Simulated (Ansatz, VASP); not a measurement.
Two plane-wave programs on HfB2

```
Hf B
1.0
     3.14506    0.00000    0.00000
    -1.57253    2.72370    0.00000
     0.00000    0.00000    3.48730
Hf B
1 2
Direct
  0.00000 0.00000 0.00000
  0.33333 0.66667 0.50000
  0.66667 0.33333 0.50000
```

Alike in both runs: task relaxation of cell and atoms; functional PBE; dispersion D3(BJ); k mesh 15 × 15 × 12; occupations gaussian, width 0.1 eV; no spin polarisation.

|  | VASP | Ansatz |
| --- | --- | --- |
| version | VASP 6.6.1 | Ansatz 0.2.0 |
| potentials or method | VASP PAW PBE potentials, release 64 (Hf_pv, B) | scalar-relativistic, plane waves, PAW |
| plane-wave cutoff (eV) | 600 | 420 |
| valence electrons in the cell | 16 | 32 |

```tsv
	VASP	Ansatz	Ansatz less VASP
gap on the k mesh at the Fermi level, each at its own relaxed structure (eV)	none	none	-
relaxed volume (Å³/atom)	9.71	9.72	+0.013
relaxed cell length with the largest relative difference (Å)	3.119	3.122	+0.0023
energy change over the relaxation (meV/atom)	-5	-4	+0.5
```

A gap of «none» marks a metal or a gap that the smearing closes. The two sets of potentials don't hold the same shells in valence.

Caveats: pairwise dispersion overbinds metals, which lowers pressure and volume. Spin-orbit coupling is left out, which matters for the levels of Hf.
